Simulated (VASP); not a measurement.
Write the native input for VASP 6.6.1 that does the following.

| Quantity | Value |
| --- | --- |
| Task | relaxation of cell and atoms |
| Functional | PBE |
| Potentials or basis | VASP PAW PBE potentials, release 64 (Ti_sv) |
| Cutoff | 520 eV |
| k mesh | 18 × 18 × 10 |
| Occupations | methfessel-paxton, width 0.2 eV |
| Spin | no spin polarisation |
| Further INCAR settings | ALGO = Fast; EDIFF = 1e-07; IBRION = 2; EDIFFG = -0.002; NSW = 80; ISIF = 3 |

The structure of Ti lies in POSCAR:

```
Ti                                      
1.0
    2.9363604605     -0.0000000000     -0.0000000000
   -1.4681802303      2.5429627523      0.0000000000
   -0.0000000000     -0.0000000000      4.6445876653
  Ti            
     2
Direct
     0.3333333300000021    0.6666666699999979    0.2500000000000000
     0.6666666699999979    0.3333333300000021    0.7500000000000000
```

One way to write it, as run:

INCAR

```
SYSTEM = Ti
PREC = Accurate ; ENCUT = 520
EDIFF = 1E-7 ; ISMEAR = 1
SIGMA = 0.2 ; LREAL = .FALSE.
LASPH = .TRUE. ; NELM = 100
ALGO = Fast ; ISIF = 3
LWAVE = .FALSE. ; LCHARG = .FALSE.
GGA = PE ; IBRION = 2
NSW = 80 ; EDIFFG = -0.002
```

KPOINTS

```
regular mesh
0
G
  18 18 10
  0 0 0
```

Potentials or basis: VASP PAW PBE potentials, release 64 (Ti_sv).

Launch:

```console
$ cat potpaw_PBE.64/Ti_sv/POTCAR > POTCAR
$ mpirun -np 1 vasp_std > vasp.out
```

It gave:

```json
{
  "Pressure after relaxing": "0.0 GPa",
  "Band gap on the k mesh": "none (metal or under the smearing width)"
}
```

Caveat: the relaxation stopped at its first step, so nothing moved.

Run time: 2.4 min on 1 thread of Intel(R) Xeon(R) 6975P-C (Granite Rapids) (shared host), peak memory 0.23 GiB.
